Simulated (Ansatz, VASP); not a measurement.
# Sc in VASP and in Ansatz

```
Sc
1.0
    -1.87807    1.87807    1.68254
     1.87807   -1.87807    1.68254
     1.87807    1.87807   -1.68254
Sc
1
Cartesian
  0.0000 0.0000 0.0000
```

Change from the starting cell: volume scaled by 0.94.

Alike in both runs: task single point; functional PBE; k mesh 10 × 10 × 10; occupations fermi-dirac, width 0.05 eV; no spin polarisation.

|  | VASP | Ansatz |
| --- | --- | --- |
| version | VASP 6.6.1 | Ansatz 0.2.0 |
| potentials or method | VASP PAW PBE potentials, release 64 (Sc_sv) | Ansatz PAW |
| plane-wave cutoff (eV) | 520 | 420 |
| valence electrons in the cell | 11 | 11 |

VASP gave:

| Item | Value |
| --- | --- |
| gap on the k mesh at the Fermi level (eV) | none |
| pressure (GPa) | 2.6 |
| largest component of the traceless stress (GPa) | 0.78 |

**Question.** Which values does Ansatz return?

**Answer.** gap on the k mesh at the Fermi level (eV): none; pressure (GPa): 2.6; largest component of the traceless stress (GPa): 0.79.

A gap of «none» marks a metal or a gap that the smearing closes.
